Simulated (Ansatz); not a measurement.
# GaP (F-43m) in Ansatz: notebook

One crystal, GaP, is run at these levels: r2SCAN, PBE; tasks: relaxation of cell and atoms, relaxation of the atoms.

Program: Ansatz 0.2.0. These are calculated values, not measurements. Logs are shortened: lines on timing, memory, paths and dates and some standing lists are left out, and cuts for length are marked.

**Measured values to compare with.**

“Stacking defects in GaP nanowires: Electronic structure and optical properties”, 2018, arxiv:1810.01194 quotes, for a bulk crystal of GaP at 10 K: band gap 2.34 eV (indirect).

The results are compared with them further down.

### 1 The crystal as given

Symmetry: F-43m, No. 216, cubic system. The conventional cell has a = 5.451 Å, b = 5.451 Å, c = 5.451 Å, α = 90.00°, β = 90.00°, γ = 90.00°. Around Ga (site symmetry -43m) lie 4 P at 2.36 Å. P (site symmetry -43m) is surrounded by 4 Ga at 2.36 Å.

### 2 Relaxation of cell and atoms, r2SCAN

input.yaml reads:

```yaml
crystal:
  lattice:
    - [0.0, 2.72525, 2.72525]
    - [2.72525, 0.0, 2.72525]
    - [2.72525, 2.72525, 0.0]
  atoms:
    - { symbol: Ga, position: [0.0, 0.0, 0.0] }
    - { symbol: P, position: [0.75, 0.75, 0.75] }
hamiltonian:
  xc: r2scan
  pseudopotentials: { kind: paw }
kpoints:
  mp_grid: { grid: [8, 8, 8] }
scf:
  occupations: { method: fermi_dirac, width: 0.05 }
output:
  forces: true
  stress: true
  eigenvalues: true
relax:
  f_tol: 0.01
  max_steps: 40
  cell: { stress_tol: 0.05 }
```

Potentials or basis: Ansatz PAW.

The run is started by

```console
$ ansatz run input.yaml --threads 2 --pin off --max-ram 5632MiB --backend cpu --events-out ev --progress --plain --runs-dir out
```

Log:

```text
Warning: RAYON_NUM_THREADS=2 ignored (pool sized by the plan → 2); use --threads N
Engine: ansatz 0.2.0, x86_64-unknown-linux-gnu
Pseudopotentials: kind: paw
Pseudopotential: Ga, paw, valence charge 13, recommended cutoff 500 eV (meta_gga), Ga.paw.azcp
Pseudopotential: P, paw, valence charge 5, recommended cutoff 500 eV (meta_gga), P.paw.azcp
Functional definition: r2SCAN
  parameter k0 = 0.174
  parameter k1 = 0.065
  parameter a1 = 4.9479
  exchange = r2scan_x(k0 = k0, k1 = k1, a1 = a1)
  correlation = r2scan_c
Crystal: 2 atoms, lattice volume = 40.481 Å³
Basis set: ecut = 500 eV, 965 PW (Γ), exchange–correlation on 120×120×120 points (64 copies of the dense FFT grid, shifted against one another)
Bands: 13, of which v1, the nominal top of the filled ones, is band 9 counted from 1 (8 counted from 0)
Symmetry: 24 space group operations
Space group: F-43m (ITA 216), of the structure as read, at distance tolerance 3.4e-5 Å
k-points: 29 of 512 (time reversal used)
Non-local potential: Ga, projectors of the file, l = 0: 2, l = 1: 2, l = 2: 3, l = 3: 1
Non-local potential: P, projectors of the file, l = 0: 2, l = 1: 2, l = 2: 2
PAW form: soft (Blöchl's): semilocal exchange-correlation on the pseudo side does not see the compensation charge
PAW frozen core: Ga, regenerated for the run's functional (the file was generated under x = pbe(κ = 0.804, μ = 0.2195149727645171), c = pbe(β = 0.06672455060314922))
PAW frozen core: P, regenerated for the run's functional (the file was generated under x = pbe(κ = 0.804, μ = 0.2195149727645171), c = pbe(β = 0.06672455060314922))
PAW one-centre angular grid: Ga, 590 points (default); XC on 160 Gauss nodes
PAW one-centre angular grid: P, 302 points (default); XC on 160 Gauss nodes
Initial density: superposition of atomic densities (neutral atoms: chi_scale 0, normalization atom), corrected by the library's trained network
Initial wavefunctions: pseudopotential atomic-orbital guess
Functional: x = r2scan, c = r2scan; τ floored in thin density (d = 2e-4 eV/Å³)
SCF iter   1: F=—  HF=-4550.473671 eV  |F-HF|=—  |Δ(HF+E_count)|=         —  Δρ=8.76e-3  dr2=1.84e-2  dr2_τ=7.36e-3  ethr=1.77e-3  ⟨swp⟩=5.9  Hψ=2432  notcnv=0
preconditioner: auto → none  [insulator: Δε(μ)=1.828 eV  Ē_g=16.401 eV  σ=0.050 eV  W_gap=1.00  n_scr=14 (ndim 8)  ℏωp=24.8 eV  f_vac=0.013  D(μ)=0.00/eV (n_scr^D=0)  ε∞_Penn≈3.3]
SCF iter   2: F=—  HF=-4550.484172 eV  |F-HF|=—  |Δ(HF+E_count)|=   1.05e-2  Δρ=2.32e-3  dr2=3.09e-3  dr2_τ=9.72e-5  ethr=1.02e-4  ⟨swp⟩=2.4  Hψ=1006  notcnv=0
SCF iter   3: F=—  HF=-4550.482638 eV  |F-HF|=—  |Δ(HF+E_count)|=   1.53e-3  Δρ=1.72e-3  dr2=5.13e-4  dr2_τ=7.43e-6  ethr=1.72e-5  ⟨swp⟩=2.0  Hψ=742  notcnv=0
SCF iter   4: F=—  HF=-4550.482868 eV  |F-HF|=—  |Δ(HF+E_count)|=   2.30e-4  Δρ=2.43e-4  dr2=4.13e-5  dr2_τ=4.93e-7  ethr=2.85e-6  ⟨swp⟩=2.9  Hψ=633  notcnv=0
SCF iter   5: F=—  HF=-4550.482855 eV  |F-HF|=—  |Δ(HF+E_count)|=   1.32e-5  Δρ=8.39e-5  dr2=2.46e-6  dr2_τ=2.91e-8  ethr=2.29e-7  ⟨swp⟩=2.0  Hψ=468  notcnv=0
SCF iter   6: F=-4550.482855 eV  HF=-4550.482855 eV  |F-HF|=6.03e-8  |Δ(HF+E_count)|=   6.15e-7  Δρ=9.69e-6  dr2=3.76e-8  dr2_τ=3.40e-9  ethr=5.56e-10  ⟨swp⟩=5.1  Hψ=2267  notcnv=0
SCF 1 converged in 6 iterations: F = -4550.482855 eV  dr2 = 3.76e-8
relax step   1: F+E_penalty+E_count = -4550.48285462 eV  Δ(F+E_penalty+E_count) = +0.000e0 eV  max|allowed force component| = 2.591e-16 eV/Å  Δτ_max = 0.0000 Å  P = +0.043 GPa  Ω = 40.481 Å³  (6 SCF iters, dr2 threshold 1.00e-7 eV, accepted)
Initial density: handed on by an earlier stage of this run
Initial wavefunctions: pseudopotential atomic-orbital guess (no wavefunctions were taken with the density)
iter 1 solved again at ethr=1.07e-6 eV; its pass at ethr=3.10e-3 eV (dr2=1.92e-4 eV) is discarded
SCF iter   1: F=—  HF=-4550.482852 eV  |F-HF|=—  |Δ(HF+E_count)|=         —  Δρ=1.03e-5  dr2=4.08e-8  dr2_τ=3.29e-9  ethr=1.07e-6  ⟨swp⟩=3.0  Hψ=3391  notcnv=0
eigensolver tolerance schedule: the retry pair's looser diagonalisation over-reported the residual by 4712.80 of it (diagonalisation noise at an unbounded share of the residual, at the tolerance the schedule requests for it); recorded, not acted on — ethr = c·dr2/N_el stays at c = 1.0e-1
preconditioner: auto → none  [insulator: Δε(μ)=1.894 eV  Ē_g=16.252 eV  σ=0.050 eV  W_gap=1.00  n_scr=14 (ndim 8)  ℏωp=24.8 eV  f_vac=0.008  D(μ)=0.00/eV (n_scr^D=0)  ε∞_Penn≈3.3]
SCF iter   2: F=—  HF=-4550.482855 eV  |F-HF|=—  |Δ(HF+E_count)|=   2.88e-6  Δρ=6.73e-6  dr2=8.81e-9  dr2_τ=2.22e-10  ethr=2.27e-10  ⟨swp⟩=3.3  Hψ=868  notcnv=0
SCF iter   3: F=—  HF=-4550.482855 eV  |F-HF|=—  |Δ(HF+E_count)|=  2.69e-10  Δρ=2.46e-6  dr2=1.17e-9  dr2_τ=2.80e-11  ethr=4.90e-11  ⟨swp⟩=2.0  Hψ=614  notcnv=0
SCF iter   4: F=—  HF=-4550.482855 eV  |F-HF|=—  |Δ(HF+E_count)|=   1.13e-9  Δρ=9.53e-7  dr2=3.24e-10  dr2_τ=6.32e-12  ethr=6.50e-12  ⟨swp⟩=2.6  Hψ=606  notcnv=0
SCF iter   5: F=-4550.482855 eV  HF=-4550.482855 eV  |F-HF|=3.64e-12  |Δ(HF+E_count)|=  8.37e-11  Δρ=1.06e-7  dr2=2.77e-12  dr2_τ=1.52e-13  ethr=1.00e-12  ⟨swp⟩=6.0  Hψ=2260  notcnv=0
SCF 2 converged in 5 iterations: F = -4550.482855 eV  dr2 = 2.77e-12
relax step   2: F+E_penalty+E_count = -4550.48285466 eV  Δ(F+E_penalty+E_count) = -3.841e-8 eV  max|allowed force component| = 2.498e-16 eV/Å  Δτ_max = 0.0000 Å  P = +0.043 GPa  Ω = 40.481 Å³  stress off target by 4.30e-2 GPa  SCF on the basis re-selected at this cell (its energy is not comparable with the rows above)  (5 SCF iters)
basis re-selected at this cell: Δ(F+E_penalty+E_count) = -3.841e-8 eV, ΔP = -0.000 GPa vs the last step (what re-selecting the basis moved, of the pressure what is left beyond the Pulay correction that the steps carried, after the strain that the cell walked since its last selection, with what the two solves' SCF thresholds leave and, on support functions, any second-order correction that the steps lacked; it is no measure of the basis error at this ecutwfc). This SCF's stress stands 4.30e-2 GPa from its target on what of the cell is left free (relax.cell.stress_tol is 5.00e-2 GPa) and its largest allowed force component is 2.50e-16 eV/Å (relax.f_tol is 1.00e-2 eV/Å): within both
SCF converged after 5 iterations
Free energy (F): -4550.482855 eV
Harris-Foulkes:  -4550.482855 eV  (|F-HF|=3.64e-12)
Internal energy: -4550.482855 eV  (E = F + TS)
E sigma→0 (E₀):  -4550.482855 eV
Fermi energy:    7.821816 eV
--- Per-component energies (eV) ---
  E_band       = -67.627275
  E_kinetic    = 185.481864
  E_local      = -2202.697907  (includes V_loc(G=0)·N_el)
  E_nonlocal   = 460.450785
  E_hartree    = 1020.486186
  E_xc         = -120.990361
  E_vxc        = -124.834789  (∫ρ·V_xc dr)
  E_paw        = -2579.824524  (= ΣΔE_a)
  E_vpaw       = -433.015099  (= ΣTr[D̂ρ^β])
  E_aug_tail   = -0.000042  (compensation charges beyond the density's cutoff)
  E_vtau       = 6.015546  (kinetic-family band-sum trace: ∫τ·v_τ [+ j·A + Jᵃ·Aᵃ] dr)
  E_ewald      = -1312.644944
  E_core_change = -0.743912  (= ΣΔE_core)
  E_smearing   = -0.000000  (= −TS)
  E_closure    = -0.000000  (closes the sum)
  Σ components = -4550.482855   (vs F -4550.482855, Δ=0.00e0)
--- Forces (eV/Å), atoms counted from 1 ---
  atom   1  Ga    -0.00000000     0.00000000     0.00000000
  atom   2  P      0.00000000     0.00000000    -0.00000000
  max |Σ_I F_I| component: 1.67e-16 eV/Å
--- Stress (GPa, compression-positive) ---
        0.043013       0.000000      -0.000000
        0.000000       0.043013       0.000000
        0.000000       0.000000       0.043013
  P = ⅓ Tr σ = 0.0430 GPa (0.430 kbar)
--- Band table (eV; the first three rows and the last of 29) ---
  k-point 0: bands = ["-8.0890", "-8.0890", "-8.0890", "-7.9766", "-7.9766", "-6.1261", "6.8997", "6.8997", "6.8997", "9.2650", "11.0727", "11.0727", "11.0727"]
  k-point 1: bands = ["-8.1055", "-8.0840", "-8.0840", "-7.9766", "-7.9766", "-5.9125", "5.2755", "6.6607", "6.6607", "9.7931", "11.4390", "11.4390", "11.7587"]
  k-point 2: bands = ["-8.1405", "-8.0731", "-8.0731", "-7.9752", "-7.9752", "-5.3100", "2.9326", "6.2077", "6.2077", "9.4448", "11.9688", "11.9688", "13.7894"]
  k-point 28: bands = ["-8.2018", "-8.0460", "-8.0241", "-7.9930", "-7.9671", "-2.9345", "0.1608", "3.1872", "3.3570", "11.9327", "12.1949", "13.4411", "13.4836"]
--- Relaxed structure (1 steps of the walk, 1 accepted, 1 SCFs on fresh bases) ---
  F+E_penalty+E_count = -4550.48285466 eV   max|allowed force component| = 2.498e-16 eV/Å   (the final SCF, on the basis selected at the relaxed cell)
  cell:  # Å, volume = 40.4808 Å³
    - [0.0, 2.72525, 2.72525]
    - [2.72525, 0.0, 2.72525]
    - [2.72525, 2.72525, 0.0]
  atoms:
    - { symbol: Ga, position: [0.0, 0.0, 0.0] }
    - { symbol: P, position: [0.75, 0.75, 0.75] }
```

Run time: 4.7 s. Hardware: 2 threads of Intel Xeon Platinum 8259CL at 2.50GHz (Skylake/Cascade Lake), shared host; peak memory 0.51 GiB.

Results:

```yaml
Free_energy: -4550.4829 eV
Energy_gained_by_relaxing: 0.0 meV/atom
Ionic_steps: 2
Pressure_after_relaxing: 0.0 GPa
Band_gap_on_the_k_mesh: 1.89 eV, indirect (least direct gap 2.37 eV)
```

Final structure:
```xyz
2
Lattice="0.0000 2.7252 2.7252 2.7252 0.0000 2.7252 2.7252 2.7252 0.0000" Properties=species:S:1:pos:R:3 pbc="T T T"
Ga    0.0000    0.0000    0.0000
P     4.0879    4.0879    4.0879
```

Caveat: the plane-wave basis is chosen anew once the cell has moved, so the energies of steps on either side of that aren't comparable; the PAW data sets come from PBE, with cores solved anew for the run's functional, which leaves a small shift of forces and pressure. A k mesh can miss the band edges.

### 3 Relaxation of the atoms, PBE

Edit input.yaml of step 2 so:

```diff
@@ -9,3 +9,3 @@
 hamiltonian:
-  xc: r2scan
+  xc: pbe
   pseudopotentials: { kind: paw }
@@ -22,2 +22 @@
   max_steps: 40
-  cell: { stress_tol: 0.05 }
```

Potentials or basis: Ansatz PAW.

The run is started by

```console
$ ansatz run input.yaml --threads 2 --pin off --max-ram 5632MiB --backend cpu --events-out ev --progress --plain --runs-dir out
```

Run time: 1.2 s. Hardware: 2 threads of Intel Xeon Platinum 8259CL at 2.50GHz (Skylake/Cascade Lake), shared host; peak memory 0.39 GiB.

Results (log left out):

| Property | Result |
| --- | --- |
| Free energy | -4539.5479 eV |
| Pressure after relaxing | 2.5 GPa |
| Band gap on the k mesh | 1.64 eV, indirect (least direct gap 1.83 eV) |

Final structure:
```yaml
crystal:
  lattice:
    - [0.00000, 2.72525, 2.72525]
    - [2.72525, 0.00000, 2.72525]
    - [2.72525, 2.72525, 0.00000]
  atoms:
    - { symbol: Ga, position: [0.00000, 0.00000, 0.00000] }
    - { symbol: P, position: [0.75000, 0.75000, 0.75000] }
```

Levels at points of the mesh, in eV from the valence-band top:
```tsv
k point	band 6	band 7	band 8	band 9	band 10	band 11	band 12	band 13
(0.00, 0.00, 0.00)	-12.49	0.00	0.00	0.00	1.83	3.89	3.89	3.89
(0.00, 0.00, -0.50)	-10.43	-6.63	-1.12	-1.12	1.67	4.71	4.71	8.28
(0.00, -0.50, -0.50)	-9.53	-6.75	-2.68	-2.68	1.65	1.82	10.58	10.58
```

Caveat: the relaxation stopped at its first step, so nothing moved; the thresholds are loose for stress.

### 4 Against experiment

Step 3. A measured gap of GaP is 2.34 eV (indirect; 10 K; quoted in “Stacking defects in GaP nanowires: Electronic structure and optical properties”, 2018, arxiv:1810.01194); the calculated 1.64 eV misses it by -0.70 eV. Spin-orbit coupling on Ga is left out. The value is that of PBE on a finite k mesh, which can miss the band edges, without temperature or zero-point motion. Semilocal functionals fall short of measured gaps as a rule.
